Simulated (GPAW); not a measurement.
The system is CoO.

```
CELL_PARAMETERS angstrom
0.00000 2.34364 2.34364
2.34364 0.00000 2.34364
2.34364 2.34364 0.00000
ATOMIC_POSITIONS crystal
Co 0.00000 0.00000 0.00000
O 0.25000 0.25000 0.25000
```

Measurements of this composition are mostly on another form, of space group No. 225.

Base run:

| Property | Result |
| --- | --- |
| Program | GPAW 26.7.0 |
| Functional | r2SCAN |
| Potentials or basis | GPAW PAW data sets (gpaw-data 1.2.1) |
| Cutoff | 800 eV |
| Basis | pw |
| k mesh | 7 × 7 × 7 |
| Occupations | fermi-dirac, width 0.05 eV |
| Spin | collinear spin, ferromagnetic start |
| Starting moments | [2.0, 0.0] μB |
| Hubbard terms | Co d U = 1 eV |

Its results: band gap on the k mesh 0.55 eV, direct; pressure -8.7 GPa; net moment 3.00 μB per cell; site moments Co +2.61; O +0.16 μB.

Q: After a change of settings the same cell gave: band gap on the k mesh 0.72 eV, direct; pressure -7.4 GPa; net moment 3.00 μB per cell; site moments Co +2.64; O +0.14 μB. Which change was it?
A. hubbard terms from Co d U = 1 eV to Co d U = 8 eV
B. hubbard terms from Co d U = 1 eV to none
C. hubbard terms from Co d U = 1 eV to Co d U = 2 eV

A: C.

Caveats: the PAW data sets were made with another functional, which shifts forces and pressure a little; a cell with one magnetic atom can't hold antiferromagnetic order, which such compounds often take.
